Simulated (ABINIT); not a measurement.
# Al in ABINIT: a series of runs

The runs below take Al through work function, projected density of states, with PBE, LDA.

Everything below comes from runs of ABINIT 10.8.3 (patched build). Logs are shortened: lines on timing, memory, paths and dates and some standing lists are left out, and cuts for length are marked. The log counts tension as positive stress, the text compression.

## Step 1: The structure

The cell holds a slab with vacuum, 5 atoms: a = 2.827 Å, b = 2.827 Å, c = 24.186 Å, α = 90.00°, β = 90.00°, γ = 120.00°.

## Step 2: Work function, PBE

run.abi

```
# Pseudopotentials
pp_dirpath "./"
pseudos "Al.GGA_PBE-JTH.xml"

# Structure
acell 3*1.0 Angstrom
rprim
     2.8270770200     0.0000000000     0.0000000000
    -1.4135385100     2.4483205200     0.0000000000
     0.0000000000     0.0000000000    24.1859930700
ntypat 1
znucl 13
natom 5
typat 1 1 1 1 1
xred
     0.0000000000     0.0000000000  343638.9066543600
     0.3333333300     0.6666666700  142594.4051414200
     0.0000000000     0.0000000000     0.5000000000
     0.6666666700     0.3333333300  -142593.4051414200
     0.0000000000     0.0000000000  -343637.9066543600
chkprim 0
chksymtnons 0
tolsym 1.0e-6

# Plane-wave basis
ecut 15.0
pawecutdg 30.0

# k points
kptopt 1
ngkpt 11 11 1
nshiftk 1
shiftk 0.0 0.0 0.0

# Exchange and correlation
ixc 11

# Bands and occupations
nband 12
occopt 3
tsmear 0.05 eV

# SCF cycle
nstep 120
tolvrs 1.0e-9
iprcel 45

# Output
iomode 3
prtwf 0
prteig 0
prtebands 0
enunit 1
prtden 1
prtvha 1
prtvclmb 1
prtpot 1
```

Potentials or basis: JTH PAW PBE v2.0.

Launch:

```bash
$ mpirun --bind-to none -np 4 abinit run.abi > log 2>&1
```

run.abo:

```text
.Version 10.8.3 of ABINIT
 Symmetries : space group P-3 m 1 (#164); Bravais hP (primitive hexag.)
================================================================================
 Values of the parameters that define the memory need of the present run
     intxc =       0    ionmov =       0      iscf =      17    lmnmax =       8
     lnmax =       4     mgfft =     160  mpssoang =       2    mqgrid =   11270
     natom =       5  nloc_mem =       2    nspden =       1   nspinor =       1
    nsppol =       1      nsym =      12    n1xccc =       1    ntypat =       1
    occopt =       3   xclevel =       2
       mpw =        3157          nfft =       64000          nkpt =          16
Pmy_natom=         2
 PAW method is used; the additional fine FFT grid is defined by:
   mgfftf=       240    nfftf =    216000
 For the susceptibility and dielectric matrices, or tddft :
   mgfft =        96  nbnd_in_blk=     6    nfft =     13824     npw =       169
================================================================================
================================================================================

--------------------------------------------------------------------------------
------------- Echo of variables that govern the present computation ------------
--------------------------------------------------------------------------------
 -outvars: echo values of preprocessed input variables --------
            acell      1.8897261259E+00  1.8897261259E+00  1.8897261259E+00 Bohr
              amu      2.69815390E+01
          chkprim           0
      chksymtnons           0
           diemix      1.00000000E+00
             ecut      1.50000000E+01 Hartree
           enunit           1
           iprcel          45
              ixc          11
         kptrlatt       11    0    0      0   11    0      0    0    1
          kptrlen      5.87664144E+01
            natom           5
            nband          12
            ngfft          20      20     160
          ngfftdg          30      30     240
             nkpt          16
            nstep         120
             nsym          12
           ntypat           1
           occopt           3
        pawecutdg      3.00000000E+01 Hartree
         pawxcdev           0
        prtebands           0
           prteig           0
           prtpot           1
         prtvclmb           1
           prtvha           1
            prtwf           0
            rprim      2.8270770200E+00  0.0000000000E+00  0.0000000000E+00
                      -1.4135385100E+00  2.4483205200E+00  0.0000000000E+00
                       0.0000000000E+00  0.0000000000E+00  2.4185993070E+01
          spgroup         164
           tolsym      1.00000000E-06
           tolvrs      1.00000000E-09
           tsmear      1.83746611E-03 Hartree
            typat      1  1  1  1  1
[... 185 lines left out ...]

 cartesian forces (eV/Angstrom) at end:
    1     -0.00000000000000    -0.00000000000000     0.10628486560741
    2      0.00000000000000     0.00000000000000    -0.24442975758008
    3     -0.00000000000000    -0.00000000000000     0.00000000000000
    4     -0.00000000000000     0.00000000000000     0.24442975758008
    5     -0.00000000000000    -0.00000000000000    -0.10628486560741
 frms,max,avg= 9.7325830E-02 2.4442976E-01   0.000E+00  0.000E+00  0.000E+00 e/A
 length scales=  1.889726125908  1.889726125908  1.889726125908 bohr
              =  1.000000000000  1.000000000000  1.000000000000 angstroms
 Fermi (or HOMO) energy (eV) =   2.47898   Average Vxc (eV)=  -6.51098
 Eigenvalues (   eV  ) for nkpt=  16  k points:
 kpt#   1, nband= 12, wtk=  0.00826, kpt=  0.0000  0.0000  0.0000 (reduced coord)
  -8.36270   -6.62307   -5.84695   -5.67518   -3.86819   -0.74720    0.11691    1.22455
   2.86083    5.17713    5.31203    7.04139
 prteigrs : prtvol=0 or 1, do not print more k-points.

--- !EnergyTerms
iteration_state     : {dtset: 1, }
comment             : Components of total free energy in Hartree
kinetic             :  3.81849626023393E+00
hartree             :  1.29177665062539E+01
xc                  : -5.15289744503420E+00
Ewald energy        :  2.54640649444021E+00
psp_core            : -2.42460113577384E-01
local_psp           : -2.76242359163235E+01
PAW spherical_terms :  3.28905835601874E+00
internal            : -1.04478658579884E+01
'-kT*entropy'       : -6.20335474374288E-04
total_energy        : -1.04484861934627E+01
total_energy_eV     : -2.84317793496114E+02
...

--- !EnergyTermsDC
iteration_state     : {dtset: 1, }
comment             : '"Double-counting" decomposition of free energy'
band_energy         : -8.29698508354083E-01
Ewald energy        :  2.54640649444021E+00
psp_core            : -2.42460113577384E-01
xc_dc               : -1.28272908511025E+01
PAW spherical_terms :  9.05176720919756E-01
internal            : -1.04478662576740E+01
'-kT*entropy'       : -6.20335474374288E-04
total_energy_dc     : -1.04484865931484E+01
total_energy_dc_eV  : -2.84317804372115E+02
...

--- !EnergyTermsWithPAWCore
iteration_state     : {dtset: 1, }
comment             : 'Components of total free energy, including PAW core contributions'
Total energy        : -1.21403429600886E+03
Total energy DC     : -1.21403429640854E+03
Total energy (eV)   : -3.30355561445646E+04
Total energy DC (eV): -3.30355561554406E+04
...

 Cartesian components of stress tensor (hartree/bohr^3)
  sigma(1 1)=  8.02438661E-05  sigma(3 2)=  0.00000000E+00
  sigma(2 2)=  8.02438663E-05  sigma(3 1)=  0.00000000E+00
  sigma(3 3)= -1.91658573E-05  sigma(2 1)=  0.00000000E+00

-Cartesian components of stress tensor (GPa)         [Pressure= -1.3859E+00 GPa]
- sigma(1 1)=  2.36085605E+00  sigma(3 2)=  0.00000000E+00
- sigma(2 2)=  2.36085606E+00  sigma(3 1)=  0.00000000E+00
- sigma(3 3)= -5.63878988E-01  sigma(2 1)=  0.00000000E+00

== END DATASET(S) ==============================================================
================================================================================

 -outvars: echo values of variables after computation  --------
            acell      1.8897261259E+00  1.8897261259E+00  1.8897261259E+00 Bohr
           etotal     -1.0448486593E+01
            fcart     -8.0642245151E-29 -3.8411028071E-28  2.0669115567E-03
                       3.2256898060E-28  2.5607352047E-28 -4.7534019811E-03
                      -8.0642245151E-29 -4.4230880809E-28  1.7347234760E-19
                      -8.0642245151E-29  9.5445584903E-28  4.7534019811E-03
                      -8.0642245151E-29 -3.8411028071E-28 -2.0669115567E-03
            rprim      2.8270770200E+00  0.0000000000E+00  0.0000000000E+00
                      -1.4135385100E+00  2.4483205200E+00  0.0000000000E+00
                       0.0000000000E+00  0.0000000000E+00  2.4185993070E+01
           strten      8.0243866089E-05  8.0243866334E-05 -1.9165857259E-05
                       0.0000000000E+00  0.0000000000E+00  0.0000000000E+00
           xangst      0.0000000000E+00  0.0000000000E+00  8.3112482149E+06
                      -3.2648030418E-16  1.6322136800E+00  3.4487872946E+06
                       0.0000000000E+00  0.0000000000E+00  1.2092996535E+01
                       1.4135385100E+00  8.1610684000E-01 -3.4487631086E+06
                       0.0000000000E+00  0.0000000000E+00 -8.3112240289E+06
             xred      0.0000000000E+00  0.0000000000E+00  3.4363890665E+05
                       3.3333333333E-01  6.6666666667E-01  1.4259440514E+05
                       0.0000000000E+00  0.0000000000E+00  5.0000000000E-01
                       6.6666666667E-01  3.3333333333E-01 -1.4259340514E+05
                       0.0000000000E+00  0.0000000000E+00 -3.4363790665E+05
 Calculation completed.
```

It took 19 s on 4 MPI ranks of Arm Neoverse V2, shared host; peak memory 0.52 GiB.

What came out:

- Free energy: -284.3178 eV
- Largest force: 0.244 eV/Å
- Band gap on the k mesh: none (metal or under the smearing width)
- Valence electrons inside the program's atomic spheres: Al 0.71, 0.73, 0.77 (radii [1.0074] Å)
- Work function: 4.01 eV

Forces in eV/Å, atoms in the order of the input:
```
Al   0.000  0.000  0.106
Al   0.000  0.000 -0.244
Al   0.000  0.000  0.000
Al   0.000  0.000  0.244
Al   0.000  0.000 -0.106
```

Levels at points of the mesh, in eV from the Fermi level:
```csv
k point,band 3,band 4,band 5,band 6,band 7,band 8,band 9,band 10,band 11,band 12
"(0.00, 0.00, 0.00)",-8.33,-8.15,-6.35,-3.23,-2.36,-1.25,0.38,2.70,2.83,4.56
```

## Step 3: Projected density of states, LDA

run.abi

```
ndtset 2

pp_dirpath "./"
pseudos "Al.LDA_PW-JTH.xml"

acell 3*1.0 Angstrom
rprim
     2.8270770242     0.0000000000     0.0000000000
    -1.4135385121     2.4483205214     0.0000000000
     0.0000000000     0.0000000000    24.1859930700
ntypat 1
znucl 13
natom 5
typat 1 1 1 1 1
xred
     0.0000000000     0.0000000000     0.3100968390
     0.3333333300     0.6666666600     0.4050484195
     0.0000000000     0.0000000000     0.5000000000
     0.6666666700     0.3333333400     0.5949515805
     0.0000000000     0.0000000000     0.6899031610
chkprim 0
chksymtnons 0
tolsym 1.0e-6

ecut 408.170794 eV
pawecutdg 30.0

ixc 7

occopt 3
tsmear 0.05 eV

nstep 120
iprcel 45

iomode 3
prtwf 0
prteig 0
prtebands 0
enunit 2
prtvol 2
prtden1 1

kptopt1 1
ngkpt1 11 11 1
nshiftk1 1
shiftk1 0.0 0.0 0.0
nband1 12
tolvrs1 1.0e-9

iscf2 -3
getden2 1
nband2 16
nbdbuf2 4
tolwfr2 1.0e-10
kptopt2 1
ngkpt2 15 15 1
nshiftk2 1
shiftk2 0.0 0.0 0.0
prtdos2 3
dosdeltae2 0.02 eV
natsph 5
iatsph 1 2 3 4 5
```

Potentials or basis: JTH PAW LDA v2.0.

Launch:

```bash
$ mpirun --bind-to none -np 4 abinit run.abi > log 2>&1
```

run.abo:

```text
.Version 10.8.3 of ABINIT
 DATASET    1 : space group P-3 m 1 (#164); Bravais hP (primitive hexag.)
================================================================================
 Values of the parameters that define the memory need for DATASET  1.
     intxc =       0    ionmov =       0      iscf =      17    lmnmax =       8
     lnmax =       4     mgfft =     160  mpssoang =       2    mqgrid =   11270
     natom =       5  nloc_mem =       2    nspden =       1   nspinor =       1
    nsppol =       1      nsym =      12    n1xccc =       1    ntypat =       1
    occopt =       3   xclevel =       1
       mpw =        3157          nfft =       64000          nkpt =          16
Pmy_natom=         2
 PAW method is used; the additional fine FFT grid is defined by:
   mgfftf=       240    nfftf =    216000
 For the susceptibility and dielectric matrices, or tddft :
   mgfft =        96  nbnd_in_blk=     6    nfft =     13824     npw =       169
================================================================================
================================================================================

 DATASET    2 : space group P-3 m 1 (#164); Bravais hP (primitive hexag.)
================================================================================
 Values of the parameters that define the memory need for DATASET  2.
     intxc =       0    ionmov =       0      iscf =      -3    lmnmax =       8
     lnmax =       4     mgfft =     160  mpssoang =       2    mqgrid =   11270
     natom =       5  nloc_mem =       2    nspden =       1   nspinor =       1
    nsppol =       1      nsym =      12    n1xccc =       1    ntypat =       1
    occopt =       3   xclevel =       1
[... 1141 lines left out ...]
...

--- !EnergyTermsWithPAWCore
iteration_state     : {dtset: 2, }
comment             : 'Components of total free energy, including PAW core contributions'
Total energy        : -1.20956899048416E+03
Total energy DC     : -1.20956533854738E+03
Total energy (eV)   : -3.29140489912257E+04
Total energy DC (eV): -3.29139496169635E+04
...

== END DATASET(S) ==============================================================
================================================================================

 -outvars: echo values of variables after computation  --------
            acell      1.8897261259E+00  1.8897261259E+00  1.8897261259E+00 Bohr
           etotal1    -1.0617674393E+01
           etotal2    -1.0617674393E+01
            fcart1     6.6151841627E-30 -6.3654639285E-30 -2.0218641598E-03
                      -2.8350789269E-30  2.7280559694E-30  1.4407329644E-03
                       3.4650964662E-30 -9.0935198979E-31 -0.0000000000E+00
                      -9.1352543199E-30  1.3640279847E-29 -1.4407329644E-03
                       1.8900526179E-30 -9.0935198979E-30  2.0218641598E-03
            rprim      2.8270770242E+00  0.0000000000E+00  0.0000000000E+00
                      -1.4135385121E+00  2.4483205214E+00  0.0000000000E+00
                       0.0000000000E+00  0.0000000000E+00  2.4185993070E+01
           strten1     4.4589081026E-05  4.4589081024E-05 -1.8552671989E-05
                       0.0000000000E+00  0.0000000000E+00  0.0000000000E+00
           xangst      0.0000000000E+00  0.0000000000E+00  7.4999999991E+00
                       1.8269045589E-16  1.6322136809E+00  9.7964982670E+00
                       0.0000000000E+00  0.0000000000E+00  1.2092996535E+01
                       1.4135385121E+00  8.1610684047E-01  1.4389494803E+01
                       0.0000000000E+00  0.0000000000E+00  1.6685993071E+01
             xred      0.0000000000E+00  0.0000000000E+00  3.1009683900E-01
                       3.3333333333E-01  6.6666666667E-01  4.0504841950E-01
                       0.0000000000E+00  0.0000000000E+00  5.0000000000E-01
                       6.6666666667E-01  3.3333333333E-01  5.9495158050E-01
                       0.0000000000E+00  0.0000000000E+00  6.8990316100E-01
 Calculation completed.
```

Wall time 45 s (4 MPI ranks of Arm Neoverse V2, shared host); peak memory 0.6 GiB.

What came out:

```
Free energy                                           : -288.9216 eV
Largest force                                         : 0.104 eV/Å
Band gap on the k mesh                                : none (metal or under the smearing width)
Valence electrons inside the program's atomic spheres : Al 0.75, 0.78 (radii [1.0074] Å)
```

Forces on the atoms (eV/Å):
```
Al   0.000  0.000 -0.104
Al   0.000  0.000  0.074
Al   0.000  0.000  0.000
Al   0.000  0.000 -0.074
Al   0.000  0.000  0.104
```

Levels at points of the mesh, in eV from the Fermi level:
| k point | band 4 | band 5 | band 6 | band 7 | band 8 | band 9 | band 10 | band 11 |
| --- | --- | --- | --- | --- | --- | --- | --- | --- |
| (0.00, 0.00, 0.00) | -7.66 | -5.69 | -3.64 | -1.16 | 1.22 | 3.04 | 4.15 | 4.40 |

States per cell in windows of 1 eV (zero at the Fermi level; states under -8 eV left out):
```tsv
from (eV)	total	Al5 p	Al1 p	Al3 p	Al2 p	Al4 p	Al1 s
-8.0	1.13	0.01	0.01	0.02	0.02	0.02	0.05
-7.0	1.17	0.01	0.01	0.02	0.02	0.02	0.05
-6.0	1.53	0.02	0.02	0.03	0.03	0.03	0.05
-5.0	1.56	0.03	0.03	0.04	0.03	0.03	0.05
-4.0	1.66	0.05	0.05	0.04	0.04	0.04	0.03
-3.0	1.77	0.05	0.05	0.05	0.05	0.05	0.04
-2.0	2.00	0.05	0.05	0.05	0.05	0.05	0.04
-1.0	1.88	0.05	0.05	0.04	0.05	0.05	0.04
0.0	2.46	0.07	0.07	0.07	0.06	0.06	0.05
1.0	2.41	0.07	0.07	0.07	0.05	0.05	0.04
2.0	2.47	0.08	0.08	0.07	0.06	0.06	0.04
3.0	2.94	0.08	0.08	0.07	0.07	0.07	0.03
4.0	2.91	0.07	0.07	0.07	0.07	0.07	0.03
5.0	2.23	0.05	0.05	0.06	0.06	0.06	0.02
6.0	1.34	0.03	0.03	0.04	0.04	0.04	0.01
7.0	0.30	0.01	0.01	0.01	0.01	0.01	0.00
```
